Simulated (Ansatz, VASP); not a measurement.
# La: VASP beside Ansatz

```
La
1.0
     5.94214    0.00000    0.00000
    -2.97107    5.14604    0.00000
     0.00000    0.00000    3.62544
La
3
Direct
  0.00000 0.00000 0.00000
  0.33333 0.66667 0.50000
  0.66667 0.33333 0.50000
```

Alike in both runs: functional PBE; k mesh 6 × 6 × 9; occupations fermi-dirac, width 0.08 eV; no spin polarisation.

Ansatz relaxed the structure, and its values are those at the end. VASP's run is a single point on that final structure, the one shown.

|  | VASP | Ansatz |
| --- | --- | --- |
| version | VASP 6.6.1 | Ansatz 0.2.0 |
| potentials or method | VASP PAW PBE potentials, release 64 (La) | PAW with Ansatz's default frozen-core files, scalar-relativistic |
| plane-wave cutoff (eV) | 520 | 420 |
| valence electrons in the cell | 33 | 33 |

|  | VASP | Ansatz | Ansatz less VASP |
| --- | --- | --- | --- |
| pressure (GPa) | 0.2 | 0.2 | -0.05 |

With one functional, cell and mesh, what is left measures potentials, basis and numerics.

The runs have no spin-orbit coupling, so splittings on La are missing.
